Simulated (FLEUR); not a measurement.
# Ni (Im-3m) in FLEUR: further runs

The runs below take Ni through band structure, equation of state, with SCAN.

Program: FLEUR MaX-R8.1 (later development tree). These are calculated values, not measurements. Logs are shortened: lines on timing, memory, paths and dates and some standing lists are left out, and cuts for length are marked.

**1. The structure**

Symmetry: Im-3m, No. 229, cubic system. Conventional cell: a = 2.767 Å, b = 2.767 Å, c = 2.767 Å, α = 90.00°, β = 90.00°, γ = 90.00°. Ni (site symmetry m-3m) has 8 Ni at 2.40 Å as nearest neighbours.

This isn't the form of Ni at room conditions, which is fcc.

**2. Band structure, SCAN, collinear spin, ferromagnetic start**

inp.xml

```xml
<?xml version="1.0" encoding="UTF-8" standalone="no"?>
<fleurInput fleurInputVersion="0.39">
   <comment>
      Ni                                                                                                  
   </comment>
   <calculationSetup>
      <cutoffs Kmax="4.67" Gmax="14.5" GmaxXC="14.5" numbands="0"/>
      <scfLoop itmax="80" minDistance="0.0001" maxIterBroyd="30" imix="Anderson" alpha="0.05" precondParam="0.0" spinf="2.0" sdNocoIR="T"/>
      <coreElectrons ctail="F" frcor="F" kcrel="0" coretail_lmax="0"/>
      <xcFunctional name="LibXC" relativisticCorrections="F">
         <LibXCName exchange="mgga_x_scan" correlation="mgga_c_scan"/>
         <AuxGGA exchange="117" correlation="130"/>
      </xcFunctional>
      <magnetism jspins="2"/>
      <soc l_soc="F" theta="0.0" phi="0.0" spav="F"/>
      <expertModes spex="0" secvar="F"/>
      <geometryOptimization l_f="F" forcealpha="1.0" forcemix="BFGS" epsdisp="0.00001" epsforce="0.00001"/>
      <ldaU l_linMix="F" mixParam="0.05" spinf="1.0"/>
   </calculationSetup>
   <cell>
      <bzIntegration valenceElectrons="18.0" mode="hist" fermiSmearingEnergy="0.00183747">
         <kPointListSelection listName="default-1"/>
         <!-- k-points included here -->
         <xi:include xmlns:xi="http://www.w3.org/2001/XInclude" href="kpts.xml"> </xi:include>
      </bzIntegration>
      <!-- symmetry operations included here -->
      <xi:include xmlns:xi="http://www.w3.org/2001/XInclude" href="sym.xml"> </xi:include>
      <bulkLattice scale="1.0">
         <bravaisMatrix>
            <row-1>   -2.6148432726721675     2.6148432726721675     2.6148432726721675</row-1>
            <row-2>    2.6148432726721675    -2.6148432726721675     2.6148432726721675</row-2>
            <row-3>    2.6148432726721675     2.6148432726721675    -2.6148432726721675</row-3>
         </bravaisMatrix>
      </bulkLattice>
   </cell>
   <atomSpecies>
      <species name="Nickel (Ni1.000" element="Ni" atomicNumber="28">
         <mtSphere radius="2.1" gridPoints="695" logIncrement="0.018"/>
         <atomicCutoffs lmax="8" lnonsphr="8"/>
         <electronConfig flipSpins="F">
            <coreConfig>(1s1/2) (2s1/2) (2p1/2) (2p3/2)</coreConfig>
            <valenceConfig>(3s1/2) (3p1/2) (3p3/2) (4s1/2) (3d3/2) (3d5/2)</valenceConfig>
            <stateOccupation state="(3d3/2)" spinUp="1.6" spinDown="1.6"/>
            <stateOccupation state="(3d5/2)" spinUp="2.9" spinDown="1.9"/>
         </electronConfig>
         <energyParameters s="4" p="4" d="3" f="4"/>
         <lo type="SCLO" l="0" n="3" eDeriv="0"/>
         <lo type="SCLO" l="1" n="3" eDeriv="0"/>
         <lo type="SCLO" l="1" n="3" eDeriv="1"/>
         <lo type="SCLO" l="2" n="3" eDeriv="2"/>
         <lo type="SCLO" l="3" n="4" eDeriv="2"/>
      </species>
   </atomSpecies>
   <atomGroups>
      <atomGroup species="Nickel (Ni1.000">
         <relPos label="                   1">.0000000000 .0000000000 .0000000000</relPos>
         <force calculate="T" relaxXYZ="TTT"/>
      </atomGroup>
   </atomGroups>
   <output dos="F" band="F" slice="F">
      <checks vchk="F" cdinf="F"/>
      <bandDOS minEnergy="-.5*Htr" maxEnergy="0.5*Htr" sigma="0.015" storeEVData="T"/>
      <vacuumDOS vacdos="F" integ="F" star="F" nstars="0" locx1="0.0" locy1="0.0" locx2="0.0" locy2="0.0" nstm="0" tworkf="0.0"/>
      <unfoldingBand unfoldBand="F" supercellX="1" supercellY="1" supercellZ="1"/>
      <plotting iplot="0" polar="F">
         <plot TwoD="T" vec1="  1.0  0.0  0.0" vec2="  0.0  1.0  0.0" vec3="  0.0  0.0  1.0" zero="  0.0  0.0  0.0" file="plot"/>
      </plotting>
      <chargeDensitySlicing numkpt="0" minEigenval="0.0" maxEigenval="0.0" nnne="0" pallst="F"/>
      <specialOutput eonly="F"/>
      <moessbauerParams electricFieldGradient="T" isomerShift="T" coreHyperfine="T" valenceHyperfine="T"/>
      <magneticCircularDichroism mcd="F" energyLo="-10.0" energyUp="0.0"/>
   </output>
  <!-- We include the file relax.xml here to enable relaxations (see documentation) -->
  <xi:include xmlns:xi="http://www.w3.org/2001/XInclude" href="relax.xml"> <xi:fallback/> </xi:include>
</fleurInput>
```

crystal.txt

```
Ni
&input cartesian=F /
-1.3837154700  1.3837154700  1.3837154700
1.3837154700  -1.3837154700  1.3837154700
1.3837154700  1.3837154700  -1.3837154700
1.8897261246
1.0 1.0 1.0

1
28 0.0000000000  0.0000000000  0.0000000000 : 1.000

&kpt div1=13 div2=13 div3=13 gamma=T /
```

inp.xml (bands)

```
<?xml version="1.0" encoding="UTF-8" standalone="no"?>
<fleurInput fleurInputVersion="0.39">
   <comment>
      Ni                                                                                                  
   </comment>
   <calculationSetup>
      <cutoffs Kmax="4.67" Gmax="14.5" GmaxXC="14.5" numbands="0"/>
      <scfLoop itmax="80" minDistance="0.0001" maxIterBroyd="30" imix="Anderson" alpha="0.05" precondParam="0.0" spinf="2.0" sdNocoIR="T"/>
      <coreElectrons ctail="F" frcor="F" kcrel="0" coretail_lmax="0"/>
      <xcFunctional name="LibXC" relativisticCorrections="F">
         <LibXCName exchange="mgga_x_scan" correlation="mgga_c_scan"/>
         <AuxGGA exchange="117" correlation="130"/>
      </xcFunctional>
      <magnetism jspins="2"/>
      <soc l_soc="F" theta="0.0" phi="0.0" spav="F"/>
      <expertModes spex="0" secvar="F"/>
      <geometryOptimization l_f="F" forcealpha="1.0" forcemix="BFGS" epsdisp="0.00001" epsforce="0.00001"/>
      <ldaU l_linMix="F" mixParam="0.05" spinf="1.0"/>
   </calculationSetup>
   <cell>
      <bzIntegration valenceElectrons="18.0" mode="hist" fermiSmearingEnergy="0.00183747">
         <kPointListSelection listName="path-1"/>
         <!-- k-points included here -->
         <xi:include xmlns:xi="http://www.w3.org/2001/XInclude" href="kpts.xml"> </xi:include>
      </bzIntegration>
      <!-- symmetry operations included here -->
      <xi:include xmlns:xi="http://www.w3.org/2001/XInclude" href="sym.xml"> </xi:include>
      <bulkLattice scale="1.0">
         <bravaisMatrix>
            <row-1>   -2.6148432726721675     2.6148432726721675     2.6148432726721675</row-1>
            <row-2>    2.6148432726721675    -2.6148432726721675     2.6148432726721675</row-2>
            <row-3>    2.6148432726721675     2.6148432726721675    -2.6148432726721675</row-3>
         </bravaisMatrix>
      </bulkLattice>
   </cell>
   <atomSpecies>
      <species name="Nickel (Ni1.000" element="Ni" atomicNumber="28">
         <mtSphere radius="2.1" gridPoints="695" logIncrement="0.018"/>
         <atomicCutoffs lmax="8" lnonsphr="8"/>
         <electronConfig flipSpins="F">
            <coreConfig>(1s1/2) (2s1/2) (2p1/2) (2p3/2)</coreConfig>
            <valenceConfig>(3s1/2) (3p1/2) (3p3/2) (4s1/2) (3d3/2) (3d5/2)</valenceConfig>
            <stateOccupation state="(3d3/2)" spinUp="1.6" spinDown="1.6"/>
            <stateOccupation state="(3d5/2)" spinUp="2.9" spinDown="1.9"/>
         </electronConfig>
         <energyParameters s="4" p="4" d="3" f="4"/>
         <lo type="SCLO" l="0" n="3" eDeriv="0"/>
         <lo type="SCLO" l="1" n="3" eDeriv="0"/>
         <lo type="SCLO" l="1" n="3" eDeriv="1"/>
         <lo type="SCLO" l="2" n="3" eDeriv="2"/>
         <lo type="SCLO" l="3" n="4" eDeriv="2"/>
      </species>
   </atomSpecies>
   <atomGroups>
      <atomGroup species="Nickel (Ni1.000">
         <relPos label="                   1">.0000000000 .0000000000 .0000000000</relPos>
         <force calculate="T" relaxXYZ="TTT"/>
      </atomGroup>
   </atomGroups>
   <output dos="F" band="T" slice="F">
      <checks vchk="F" cdinf="F"/>
      <bandDOS minEnergy="-.5*Htr" maxEnergy="0.5*Htr" sigma="0.015" storeEVData="T"/>
      <vacuumDOS vacdos="F" integ="F" star="F" nstars="0" locx1="0.0" locy1="0.0" locx2="0.0" locy2="0.0" nstm="0" tworkf="0.0"/>
      <unfoldingBand unfoldBand="F" supercellX="1" supercellY="1" supercellZ="1"/>
      <plotting iplot="0" polar="F">
         <plot TwoD="T" vec1="  1.0  0.0  0.0" vec2="  0.0  1.0  0.0" vec3="  0.0  0.0  1.0" zero="  0.0  0.0  0.0" file="plot"/>
      </plotting>
      <chargeDensitySlicing numkpt="0" minEigenval="0.0" maxEigenval="0.0" nnne="0" pallst="F"/>
      <specialOutput eonly="F"/>
      <moessbauerParams electricFieldGradient="T" isomerShift="T" coreHyperfine="T" valenceHyperfine="T"/>
      <magneticCircularDichroism mcd="F" energyLo="-10.0" energyUp="0.0"/>
   </output>
  <!-- We include the file relax.xml here to enable relaxations (see documentation) -->
  <xi:include xmlns:xi="http://www.w3.org/2001/XInclude" href="relax.xml"> <xi:fallback/> </xi:include>
</fleurInput>
```

Potentials or basis: all-electron, FLAPW.

Command:

```bash
> inpgen -f crystal.txt -profile fastHighL
> # inp.xml edited to the form shown
> fleur_MPI
> fleur_MPI   # second run, on inp.xml (bands)
```

What it wrote:

```text
Welcome to FLEUR        (www.flapw.de)
      MaX-Release 8.1          (www.max-centre.eu)
 func_ids         267         263         267         263
 MetaGGA potential functional detected - V_tau will be computed
 Auxiliary Potential for radial basis: exchange=         117  correlation=         130
The functional 'SCAN exchange of Sun, Ruzsinszky, and Perdew' is an exchange functional, it belongs to the 'MGGA' family and is defined in the reference(s):
[1] J. Sun, A. Ruzsinszky, and J. P. Perdew.,  Phys. Rev. Lett. 115, 036402 (2015)
The functional 'SCAN correlation of Sun, Ruzsinszky, and Perdew' is a correlation functional, it belongs to the 'MGGA' family and is defined in the reference(s):
[1] J. Sun, A. Ruzsinszky, and J. P. Perdew.,  Phys. Rev. Lett. 115, 036402 (2015)
 Using same functional for VXC and EXC

 ========== k-point set info ==========
 Selected k-point list: default-1
 k-point list type: mesh
 13 x 13 x 13
 Number of k points: 84

 ------------Calculation Setup---------------------------
 Number of MPI-tasks      :            1
 Number of PE/node        :            1
 Number of OMP-threads    :            1
 Most efficient MPI parallelization for:
           1           2           3           4           6           7          12          14          21          28          42          84
 Additional eigenvalue parallelization possible
 Number of basis functions:          172
 Approximate size of matrices (H+S) per k-point:         0.000 GB
 --------------------------------------------------------
The functional 'Hammer, Hansen, and Norskov' is an exchange functional, it belongs to the 'GGA' family and is defined in the reference(s):
[... 6 lines left out ...]
 Reset of history
 Reset of history
 Iteration:     1   Distance:      30.80796410 me/bohr^3
The functional 'Hammer, Hansen, and Norskov' is an exchange functional, it belongs to the 'GGA' family and is defined in the reference(s):
[1] B. Hammer, L. B. Hansen, and J. K. Nørskov.,  Phys. Rev. B 59, 7413 (1999)
The functional 'Perdew, Burke & Ernzerhof' is a correlation functional, it belongs to the 'GGA' family and is defined in the reference(s):
[1] J. P. Perdew, K. Burke, and M. Ernzerhof.,  Phys. Rev. Lett. 77, 3865 (1996)
[2] J. P. Perdew, K. Burke, and M. Ernzerhof.,  Phys. Rev. Lett. 78, 1396 (1997)
 Using same functional for VXC and EXC
 Iteration:     2   Distance:      29.06279403 me/bohr^3
The functional 'Hammer, Hansen, and Norskov' is an exchange functional, it belongs to the 'GGA' family and is defined in the reference(s):
[1] B. Hammer, L. B. Hansen, and J. K. Nørskov.,  Phys. Rev. B 59, 7413 (1999)
The functional 'Perdew, Burke & Ernzerhof' is a correlation functional, it belongs to the 'GGA' family and is defined in the reference(s):
[1] J. P. Perdew, K. Burke, and M. Ernzerhof.,  Phys. Rev. Lett. 77, 3865 (1996)
[2] J. P. Perdew, K. Burke, and M. Ernzerhof.,  Phys. Rev. Lett. 78, 1396 (1997)
 Using same functional for VXC and EXC
 Iteration:     3   Distance:      27.40613753 me/bohr^3
The functional 'Hammer, Hansen, and Norskov' is an exchange functional, it belongs to the 'GGA' family and is defined in the reference(s):
[1] B. Hammer, L. B. Hansen, and J. K. Nørskov.,  Phys. Rev. B 59, 7413 (1999)
The functional 'Perdew, Burke & Ernzerhof' is a correlation functional, it belongs to the 'GGA' family and is defined in the reference(s):
[1] J. P. Perdew, K. Burke, and M. Ernzerhof.,  Phys. Rev. Lett. 77, 3865 (1996)
[2] J. P. Perdew, K. Burke, and M. Ernzerhof.,  Phys. Rev. Lett. 78, 1396 (1997)
 Using same functional for VXC and EXC
 Iteration:     4   Distance:      14.54126656 me/bohr^3
The functional 'Hammer, Hansen, and Norskov' is an exchange functional, it belongs to the 'GGA' family and is defined in the reference(s):
[1] B. Hammer, L. B. Hansen, and J. K. Nørskov.,  Phys. Rev. B 59, 7413 (1999)
The functional 'Perdew, Burke & Ernzerhof' is a correlation functional, it belongs to the 'GGA' family and is defined in the reference(s):
[1] J. P. Perdew, K. Burke, and M. Ernzerhof.,  Phys. Rev. Lett. 77, 3865 (1996)
[2] J. P. Perdew, K. Burke, and M. Ernzerhof.,  Phys. Rev. Lett. 78, 1396 (1997)
 Using same functional for VXC and EXC
 Iteration:     5   Distance:       4.42237219 me/bohr^3
The functional 'Hammer, Hansen, and Norskov' is an exchange functional, it belongs to the 'GGA' family and is defined in the reference(s):
[... 74 lines left out ...]
 Using same functional for VXC and EXC
 Iteration:    16   Distance:       0.00263938 me/bohr^3
The functional 'Hammer, Hansen, and Norskov' is an exchange functional, it belongs to the 'GGA' family and is defined in the reference(s):
[1] B. Hammer, L. B. Hansen, and J. K. Nørskov.,  Phys. Rev. B 59, 7413 (1999)
The functional 'Perdew, Burke & Ernzerhof' is a correlation functional, it belongs to the 'GGA' family and is defined in the reference(s):
[1] J. P. Perdew, K. Burke, and M. Ernzerhof.,  Phys. Rev. Lett. 77, 3865 (1996)
[2] J. P. Perdew, K. Burke, and M. Ernzerhof.,  Phys. Rev. Lett. 78, 1396 (1997)
 Using same functional for VXC and EXC
 Iteration:    17   Distance:       0.00083354 me/bohr^3
The functional 'Hammer, Hansen, and Norskov' is an exchange functional, it belongs to the 'GGA' family and is defined in the reference(s):
[1] B. Hammer, L. B. Hansen, and J. K. Nørskov.,  Phys. Rev. B 59, 7413 (1999)
The functional 'Perdew, Burke & Ernzerhof' is a correlation functional, it belongs to the 'GGA' family and is defined in the reference(s):
[1] J. P. Perdew, K. Burke, and M. Ernzerhof.,  Phys. Rev. Lett. 77, 3865 (1996)
[2] J. P. Perdew, K. Burke, and M. Ernzerhof.,  Phys. Rev. Lett. 78, 1396 (1997)
 Using same functional for VXC and EXC
 Iteration:    18   Distance:       0.00059507 me/bohr^3
The functional 'Hammer, Hansen, and Norskov' is an exchange functional, it belongs to the 'GGA' family and is defined in the reference(s):
[1] B. Hammer, L. B. Hansen, and J. K. Nørskov.,  Phys. Rev. B 59, 7413 (1999)
The functional 'Perdew, Burke & Ernzerhof' is a correlation functional, it belongs to the 'GGA' family and is defined in the reference(s):
[1] J. P. Perdew, K. Burke, and M. Ernzerhof.,  Phys. Rev. Lett. 77, 3865 (1996)
[2] J. P. Perdew, K. Burke, and M. Ernzerhof.,  Phys. Rev. Lett. 78, 1396 (1997)
 Using same functional for VXC and EXC
 Iteration:    19   Distance:       0.00006803 me/bohr^3

 ********************************************************************
 Run finished successfully
 Stop message:
   all done
 ********************************************************************
```

Wall time 91 s (1 thread of Intel Xeon at 2.50GHz (Skylake/Cascade Lake), shared host); peak memory 0.1 GiB.

What came out:

- Free energy: -41391.9581 eV
- Band gap along the path: none (metal or under the smearing width)
- Net moment: 0.65 μB per cell
- Site moments: Ni +0.72 μB
- Valence electrons inside the program's atomic spheres: Ni 16.64 (radii Ni 2.1 bohr)

Levels at the corners of the path, in eV from the Fermi level:
Spin up:
| point | band 6 | band 7 | band 8 | band 9 | band 10 | band 11 | band 12 | band 13 |
| --- | --- | --- | --- | --- | --- | --- | --- | --- |
| Γ | -2.74 | -2.74 | -2.74 | -1.16 | -1.16 | 27.44 | 27.44 | 27.44 |
| H | -4.68 | -0.63 | -0.63 | -0.63 | 10.26 | 10.26 | 10.26 | 16.17 |
| N | -3.71 | -1.27 | -1.00 | -0.40 | 0.10 | 6.72 | 19.91 | 21.14 |
| Γ | -2.74 | -2.74 | -2.74 | -1.16 | -1.16 | 27.44 | 27.44 | 27.44 |
| P | -3.63 | -3.63 | -0.97 | -0.97 | 8.43 | 8.43 | 8.43 | 10.72 |
| H | -4.68 | -0.63 | -0.63 | -0.63 | 10.26 | 10.26 | 10.26 | 16.17 |
| P | -3.63 | -3.63 | -0.97 | -0.97 | 8.43 | 8.43 | 8.43 | 10.72 |
| N | -3.71 | -1.27 | -1.00 | -0.40 | 0.10 | 6.72 | 19.91 | 21.14 |
Spin down:
| point | band 7 | band 8 | band 9 | band 10 | band 11 | band 12 |
| --- | --- | --- | --- | --- | --- | --- |
| Γ | -1.52 | -1.52 | -0.57 | -0.57 | 27.33 | 27.33 |
| H | 0.80 | 0.80 | 0.80 | 10.10 | 10.10 | 10.10 |
| N | -0.45 | -0.39 | -0.24 | 1.05 | 7.28 | 19.84 |
| Γ | -1.52 | -1.52 | -0.57 | -0.57 | 27.33 | 27.33 |
| P | -2.81 | -0.35 | -0.35 | 8.75 | 8.75 | 8.75 |
| H | 0.80 | 0.80 | 0.80 | 10.10 | 10.10 | 10.10 |
| P | -2.81 | -0.35 | -0.35 | 8.75 | 8.75 | 8.75 |
| N | -0.45 | -0.39 | -0.24 | 1.05 | 7.28 | 19.84 |

Core levels (eV from the Fermi level):
```csv
atom,levels
1 Ni,"1s1/2 -8202.9, 2s1/2 -973.4, 2p1/2 -847.7, 2p3/2 -830.2"
```

Caveat: the meta-GGA is that of a development version, with a GGA for the radial functions and cores and without core tails.

[end of part 1 of 2]
